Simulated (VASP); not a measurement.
## VASP 6.6.1 run: AlN

INCAR

```
SIGMA = 0.02
EDIFF = 1E-7
LWAVE = .FALSE.
PREC = Accurate
IBRION = -1
METAGGA = RTPSS
NSW = 0
ISMEAR = -1
LREAL = .FALSE.
ENCUT = 520
ISIF = 2
LASPH = .TRUE.
LCHARG = .FALSE.
NBANDS = 11
NELM = 120
NELECT = 9
```

KPOINTS

```
KPOINTS created by Atomic Simulation Environment
0
Gamma
10 10 10
0 0 0
```

POSCAR

```
Al N
 1.0000000000000000
     0.0000000000000000    2.0865005383000002    2.0865005383000002
     2.0865005383000002    0.0000000000000000    2.0865005383000002
     2.0865005383000002    2.0865005383000002    0.0000000000000000
 Al  N
   1   1
Cartesian
  0.0000000000000000  0.0000000000000000  0.0000000000000000
  2.0865005383000002  2.0865005383000002  2.0865005383000002
```

The recommended PBE PAW datasets give the neutral cell 8 valence electrons.

Command

```
mpirun -np 1 vasp_std
```

**Question.** Predict the outcome of this run.

**Answer.** It converged. Results: pressure 147.7 GPa.

OSZICAR

```
N       E                     dE             d eps       ncg     rms          rms(c)
DAV:   1     0.645606888749E+02    0.64561E+02   -0.50371E+03  1059   0.896E+02
DAV:   2     0.898415827546E+01   -0.55577E+02   -0.52682E+02  1656   0.247E+02
DAV:   3     0.652078994067E+01   -0.24634E+01   -0.24429E+01  1531   0.498E+01
DAV:   4     0.647116362241E+01   -0.49626E-01   -0.49565E-01  1604   0.785E+00
DAV:   5     0.647058789049E+01   -0.57573E-03   -0.57570E-03  1556   0.912E-01    0.102E+01
DAV:   6    -0.316264568225E+01   -0.96332E+01   -0.32436E+01  1040   0.586E+01    0.321E+00
DAV:   7    -0.333549231562E+01   -0.17285E+00   -0.30991E-01  1253   0.499E+00    0.173E+00
DAV:   8    -0.332351639384E+01    0.11976E-01   -0.23346E-02  1109   0.100E+00    0.395E-01
DAV:   9    -0.332271170732E+01    0.80469E-03   -0.31432E-03  1178   0.399E-01    0.210E-01
DAV:  10    -0.332283677344E+01   -0.12507E-03   -0.38925E-04  1118   0.150E-01    0.393E-02
DAV:  11    -0.332282380750E+01    0.12966E-04   -0.13169E-04  1178   0.672E-02    0.103E-02
DAV:  12    -0.332282417831E+01   -0.37081E-06   -0.11124E-05  1193   0.246E-02    0.265E-03
DAV:  13    -0.332282424364E+01   -0.65329E-07   -0.39368E-07  1011   0.488E-03
   1 F= -.33228242E+01 E0= -.33215420E+01  d E =-.256450E-02
```

Standard output (part)

```
POSCAR found type information on POSCAR AlN
 POSCAR found :  2 types and       2 ions
 LDA part: xc-table for (None), standard interpolation
 POSCAR, INCAR and KPOINTS ok, starting setup
 WAVECAR not read
 entering main loop
 the old and the new charge density differ
    0.102E+01
```

The cell is charged and sits in a uniform background.

For comparison, a separate PBE run of the intended cell, on usual settings and not on those above, gives a gap of 3.73 eV on its mesh and a pressure of -16.4 GPa.
